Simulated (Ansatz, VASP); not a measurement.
V: VASP beside Ansatz

INCAR

```
SYSTEM = V
PREC = Accurate
ENCUT = 520
EDIFF = 1E-6
ISMEAR = 0
SIGMA = 0.1
LREAL = .False.
LASPH = .True.
NELM = 80
ALGO = Fast
ISIF = 2
LWAVE = .False.
LCHARG = .False.
GGA = PS
NBANDS = 12
```

File KPOINTS:

```
regular mesh
0
Gamma
  20 20 20
  0 0 0
```

POSCAR

```
V
1.0
   -1.4940733238      1.4940733238      1.4940733238
    1.4940733238     -1.4940733238      1.4940733238
    1.4940733238      1.4940733238     -1.4940733238
V
1
Direct
    0.0000000000      0.0000000000      0.0000000000
```

Input for Ansatz:

```yaml
crystal:
  lattice:
    - [-1.4940733248, 1.4940733248, 1.4940733248]
    - [1.4940733248, -1.4940733248, 1.4940733248]
    - [1.4940733248, 1.4940733248, -1.4940733248]
  atoms:
    - { symbol: V, position: [0.0, 0.0, 0.0] }
basis:
  ecutwfc: 420
kpoints:
  mp_grid: { grid: [20, 20, 20] }
hamiltonian:
  xc: pbesol
scf:
  occupations: { method: gaussian, width: 0.1 }
output:
  forces: true
  stress: true
  eigenvalues: true
```

Alike in both runs: task single point; functional PBEsol; k mesh 20 × 20 × 20; occupations gaussian, width 0.1 eV; no spin polarisation.

|  | VASP | Ansatz |
| --- | --- | --- |
| version | VASP 6.6.1 | Ansatz 0.2.0 |
| potentials or method | VASP PAW PBE potentials, release 64 (V_sv) | scalar-relativistic, plane waves, PAW |
| plane-wave cutoff (eV) | 520 | 420 |
| valence electrons in the cell | 13 | 13 |

|  | VASP | Ansatz | Ansatz less VASP |
| --- | --- | --- | --- |
| gap on the k mesh at the Fermi level (eV) | none | none | - |
| pressure (GPa) | -5.2 | -5.5 | -0.28 |

A gap of «none» marks a metal or a gap that the smearing closes. The functional is the same, so the differences come from potentials, cutoffs and numerics.

Caveats: the PAW data sets were made with another functional, which shifts forces and pressure a little (VASP).
